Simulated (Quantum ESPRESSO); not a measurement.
# MgS (F-43m) in Quantum ESPRESSO: single point with PBE

Aim: the single point of MgS with PBE.

All numbers are computed with Quantum ESPRESSO 7.5; they aren't measurements. Logs are shortened: lines on timing, memory, paths and dates and some standing lists are left out, and cuts for length are marked.

**1. The crystal as given**

Symmetry: F-43m, No. 216, cubic system. Conventional cell: a = 5.666 Å, b = 5.666 Å, c = 5.666 Å, α = 90.00°, β = 90.00°, γ = 90.00°. S (site symmetry -43m) has 4 Mg at 2.45 Å as nearest neighbours. Mg (site symmetry -43m) is surrounded by 4 S at 2.45 Å.

The cell comes from a database or a generator and needn't be the stable form of this composition.

**2. Single point, PBE**

pw.in reads:

```
&CONTROL
  calculation = 'scf'
  prefix = 'pwscf'
  outdir = './tmp'
  pseudo_dir = './pseudo'
  tprnfor = .true.
  tstress = .true.
  disk_io = 'nowf'
/
&SYSTEM
  ibrav = 0
  nat = 2
  ntyp = 2
  ecutwfc = 70
  nbnd = 14
  occupations = 'smearing'
  smearing = 'fd'
  degauss = 0.00367493
/
&ELECTRONS
  conv_thr = 4d-10
  electron_maxstep = 120
  mixing_beta = 0.5
/
ATOMIC_SPECIES
S     32.0600 S_ONCV_PBE-1.2.upf
Mg    24.3050 Mg_ONCV_PBE-1.2.upf
CELL_PARAMETERS angstrom
   0.0000000000    2.8331200468    2.8331200468
   2.8331200468    0.0000000000    2.8331200468
   2.8331200468    2.8331200468    0.0000000000
ATOMIC_POSITIONS crystal
S      0.2500000000    0.2500000000    0.2500000000
Mg     0.0000000000    0.0000000000    0.0000000000
K_POINTS automatic
6 6 6 0 0 0
```

Potentials or basis: SG15 PBE 1.2.

The run is started by

```console
OMP_NUM_THREADS=1 mpirun -n 2 pw.x -nk 2 -in pw.in > pw.out
```

pw.out:

```text
This program is part of the open-source Quantum ESPRESSO suite
     for quantum simulation of materials; please cite
[... 6 lines left out ...]
     using ibrav=0 with symmetry is DISCOURAGED, use correct ibrav instead

     K-points division:     npool     =       2
     Subspace diagonalization in iterative solution of the eigenvalue problem:
     a serial algorithm will be used

     G-vector sticks info
     --------------------
     sticks:   dense  smooth     PW     G-vecs:    dense   smooth      PW
     Sum        1111    1111    313                24309    24309    3839

     Using Slab Decomposition

     bravais-lattice index     =            0
     lattice parameter (alat)  =       7.5714  a.u.
     unit-cell volume          =     306.9174 (a.u.)^3
     number of atoms/cell      =            2
     number of atomic types    =            2
     number of electrons       =        16.00
     number of Kohn-Sham states=           14
     kinetic-energy cutoff     =      70.0000  Ry
     charge density cutoff     =     280.0000  Ry
     scf convergence threshold =      4.0E-10
     mixing beta               =       0.5000
     number of iterations used =            8  plain     mixing
     Exchange-correlation= PBE
                           (   1   4   3   4   0   0   0)

     celldm(1)=   7.571446  celldm(2)=   0.000000  celldm(3)=   0.000000
     celldm(4)=   0.000000  celldm(5)=   0.000000  celldm(6)=   0.000000

     crystal axes: (cart. coord. in units of alat)
               a(1) = (   0.000000   0.707107   0.707107 )
               a(2) = (   0.707107   0.000000   0.707107 )
               a(3) = (   0.707107   0.707107   0.000000 )

     reciprocal axes: (cart. coord. in units 2 pi/alat)
               b(1) = ( -0.707107  0.707107  0.707107 )
               b(2) = (  0.707107 -0.707107  0.707107 )
               b(3) = (  0.707107  0.707107 -0.707107 )

     PseudoPot. # 1 for S  read from file:
     S_ONCV_PBE-1.2.upf
     Pseudo is Norm-conserving, Zval =  6.0
     Generated using ONCVPSP code by D. R. Hamann
     Using radial grid of  602 points,  4 beta functions with:
                l(1) =   0
                l(2) =   0
                l(3) =   1
                l(4) =   1

     PseudoPot. # 2 for Mg read from file:
     Mg_ONCV_PBE-1.2.upf
     Pseudo is Norm-conserving, Zval = 10.0
     Generated using ONCVPSP code by D. R. Hamann
     Using radial grid of  602 points,  4 beta functions with:
                l(1) =   0
                l(2) =   0
                l(3) =   1
                l(4) =   1

     atomic species   valence    mass     pseudopotential
     S                 6.00    32.06000     S ( 1.00)
     Mg               10.00    24.30500     Mg( 1.00)

     24 Sym. Ops. (no inversion) found

   Cartesian axes

     site n.     atom                  positions (alat units)
         1        S      tau(   1) = (   0.3535534   0.3535534   0.3535534  )
         2        Mg     tau(   2) = (   0.0000000   0.0000000   0.0000000  )

     number of k points=    16  Fermi-Dirac smearing, width (Ry)=  0.0037
                       cart. coord. in units 2pi/alat
        k(    1) = (   0.0000000   0.0000000   0.0000000), wk =   0.0092593
        k(    2) = (   0.1178511   0.1178511  -0.1178511), wk =   0.0740741
        k(    3) = (   0.2357023   0.2357023  -0.2357023), wk =   0.0740741
        k(    4) = (  -0.3535534  -0.3535534   0.3535534), wk =   0.0370370
        k(    5) = (   0.2357023   0.0000000  -0.0000000), wk =   0.0555556
        k(    6) = (   0.3535534   0.1178511  -0.1178511), wk =   0.2222222
[... 8 lines left out ...]
        k(   15) = (  -0.1178511  -0.3535534   0.5892557), wk =   0.2222222
        k(   16) = (  -0.7071068   0.2357023   0.0000000), wk =   0.1111111

     Dense  grid:    24309 G-vectors     FFT dimensions: (  45,  45,  45)

     Initial potential from superposition of free atoms

     starting charge      15.9243, renormalised to      16.0000
     Starting wfcs are random

     Self-consistent Calculation

     iteration #  1     ecut=    70.00 Ry     beta= 0.50
     Davidson diagonalization with overlap
     ethr =  1.00E-02,  avg # of iterations =  8.1

     Threshold (ethr) on eigenvalues was too large:
     Diagonalizing with lowered threshold

     Davidson diagonalization with overlap
     ethr =  8.10E-04,  avg # of iterations =  1.3

     total energy              =    -129.28761349 Ry
     estimated scf accuracy    <       0.12899239 Ry

     iteration #  2     ecut=    70.00 Ry     beta= 0.50
     Davidson diagonalization with overlap
     ethr =  8.06E-04,  avg # of iterations =  2.0

     total energy              =    -129.31319641 Ry
     estimated scf accuracy    <       0.00566275 Ry

     iteration #  3     ecut=    70.00 Ry     beta= 0.50
     Davidson diagonalization with overlap
     ethr =  3.54E-05,  avg # of iterations =  4.2

     total energy              =    -129.31367678 Ry
     estimated scf accuracy    <       0.00139653 Ry

     iteration #  4     ecut=    70.00 Ry     beta= 0.50
     Davidson diagonalization with overlap
     ethr =  8.73E-06,  avg # of iterations =  1.9

     total energy              =    -129.31374295 Ry
     estimated scf accuracy    <       0.00001845 Ry

     iteration #  5     ecut=    70.00 Ry     beta= 0.50
     Davidson diagonalization with overlap
     ethr =  1.15E-07,  avg # of iterations =  3.4

     total energy              =    -129.31375061 Ry
     estimated scf accuracy    <       0.00000188 Ry

     iteration #  6     ecut=    70.00 Ry     beta= 0.50
     Davidson diagonalization with overlap
     ethr =  1.18E-08,  avg # of iterations =  2.0

     total energy              =    -129.31375121 Ry
     estimated scf accuracy    <       0.00000007 Ry

     iteration #  7     ecut=    70.00 Ry     beta= 0.50
     Davidson diagonalization with overlap
     ethr =  4.59E-10,  avg # of iterations =  2.2

     total energy              =    -129.31375122 Ry
     estimated scf accuracy    <       0.00000001 Ry

     iteration #  8     ecut=    70.00 Ry     beta= 0.50
     Davidson diagonalization with overlap
     ethr =  8.21E-11,  avg # of iterations =  2.0

     End of self-consistent calculation

          k = 0.0000 0.0000 0.0000 (  3071 PWs)   bands (ev):

   -70.4459 -37.2150 -37.2150 -37.2150  -7.8839   3.3788   3.3788   3.3788
     6.8112  11.3391  11.3391  11.3391  14.2321  14.2321

          k = 0.1179 0.1179-0.1179 (  3017 PWs)   bands (ev):

   -70.4455 -37.2156 -37.2151 -37.2151  -7.7327   2.3134   3.2897   3.2897
     7.8126  11.0830  11.5899  11.5899  13.6414  13.6414

          k = 0.2357 0.2357-0.2357 (  3028 PWs)   bands (ev):

   -70.4455 -37.2168 -37.2153 -37.2153  -7.3953   0.8669   3.1277   3.1277
     8.5107  11.3160  11.3160  11.5341  14.5888  14.5891

          k =-0.3536-0.3536 0.3536 (  3040 PWs)   bands (ev):

   -70.4456 -37.2175 -37.2154 -37.2154  -7.2038   0.2611   3.0535   3.0535
     8.4902  11.0291  11.0291  11.9637  16.2471  16.5566

          k = 0.2357 0.0000-0.0000 (  3010 PWs)   bands (ev):

   -70.4454 -37.2156 -37.2152 -37.2152  -7.6826   2.3370   3.0802   3.0802
     8.1407  10.4779  12.0659  12.0659  12.2267  14.6950

          k = 0.3536 0.1179-0.1179 (  3023 PWs)   bands (ev):

   -70.4455 -37.2165 -37.2154 -37.2154  -7.4053   1.2755   2.8117   2.8707
     8.8499  10.3503  11.1838  12.2918  13.6464  15.4449

          k =-0.2357-0.4714 0.4714 (  3033 PWs)   bands (ev):

   -70.4456 -37.2172 -37.2157 -37.2155  -7.1535   0.5249   2.4496   2.8534
     9.0614  10.1747  11.8069  12.0896  15.0503  16.6153

          k =-0.1179-0.3536 0.3536 (  3041 PWs)   bands (ev):

   -70.4456 -37.2170 -37.2158 -37.2154  -7.2172   0.7085   2.3290   3.0388
     9.4113  10.1847  11.6763  11.8451  14.1359  16.5121

          k = 0.0000-0.2357 0.2357 (  3036 PWs)   bands (ev):

   -70.4456 -37.2162 -37.2155 -37.2151  -7.5172   1.5738   2.6965   3.2645
     8.8769  10.7552  11.2866  11.9048  12.6923  15.0242

          k = 0.4714 0.0000-0.0000 (  3058 PWs)   bands (ev):

   -70.4457 -37.2168 -37.2157 -37.2157  -7.2358   1.0725   2.5731   2.5731
     8.0263   9.4639  12.6557  13.8421  13.8421  16.0151

          k =-0.1179-0.5893 0.5893 (  3044 PWs)   bands (ev):

   -70.4456 -37.2172 -37.2160 -37.2158  -7.0438   0.7753   2.0136   2.5059
     7.9795   9.7918  12.8365  13.7866  15.1161  16.9203

          k =-0.0000-0.4714 0.4714 (  3024 PWs)   bands (ev):

   -70.4455 -37.2169 -37.2164 -37.2156  -7.0356   0.9818   1.4057   2.7180
     8.6990  10.7790  12.3090  12.8903  14.4046  14.7596

          k =-0.7071 0.0000 0.0000 (  3026 PWs)   bands (ev):

   -70.4455 -37.2174 -37.2159 -37.2159  -6.9840   0.5747   2.3520   2.3520
     7.2701   9.0469  14.5015  15.6462  15.6462  17.2601

          k =-0.2357-0.4714 0.7071 (  3051 PWs)   bands (ev):

   -70.4457 -37.2169 -37.2160 -37.2156  -7.1652   0.9455   2.0750   2.6906
     9.0718  10.4433  10.9036  13.1882  14.0559  16.9127

          k =-0.1179-0.3536 0.5893 (  3042 PWs)   bands (ev):

   -70.4456 -37.2170 -37.2163 -37.2157  -7.0355   0.8441   1.7243   2.4905
     9.1543  10.4090  11.8040  12.6808  14.5877  16.4223

          k =-0.7071 0.2357 0.0000 (  3040 PWs)   bands (ev):

   -70.4456 -37.2171 -37.2162 -37.2159  -6.9777   0.8799   1.8315   2.1287
     8.3646  10.2361  12.7606  12.7785  15.8774  17.2272

     the Fermi energy is     5.2858 ev

!    total energy              =    -129.31375122 Ry
     estimated scf accuracy    <          6.6E-11 Ry
     smearing contrib. (-TS)   =      -0.00000000 Ry
     internal energy E=F+TS    =    -129.31375122 Ry

     The total energy is F=E-TS. E is the sum of the following terms:
     one-electron contribution =     -84.29278116 Ry
     hartree contribution      =      40.70097032 Ry
     xc contribution           =     -18.50139239 Ry
     ewald contribution        =     -67.22054799 Ry

     convergence has been achieved in   8 iterations

     Forces acting on atoms (cartesian axes, Ry/au):

     atom    1 type  1   force =     0.00000000    0.00000000    0.00000000
     atom    2 type  2   force =     0.00000000    0.00000000    0.00000000

     Total force =     0.000000     Total SCF correction =     0.000000

     Computing stress (Cartesian axis) and pressure

          total   stress  (Ry/bohr**3)                   (kbar)     P=        8.51
   0.00005786  -0.00000000  -0.00000000            8.51       -0.00       -0.00
  -0.00000000   0.00005786  -0.00000000           -0.00        8.51       -0.00
  -0.00000000  -0.00000000   0.00005786           -0.00       -0.00        8.51

=------------------------------------------------------------------------------=
   JOB DONE.
=------------------------------------------------------------------------------=
```

It took 6.2 s on 2 MPI ranks of Arm Neoverse V2, shared host; peak memory 0.14 GiB.

Results:

```
Free energy            : -1759.4032 eV
Pressure               : 0.9 GPa
Band gap on the k mesh : 3.43 eV, direct
```
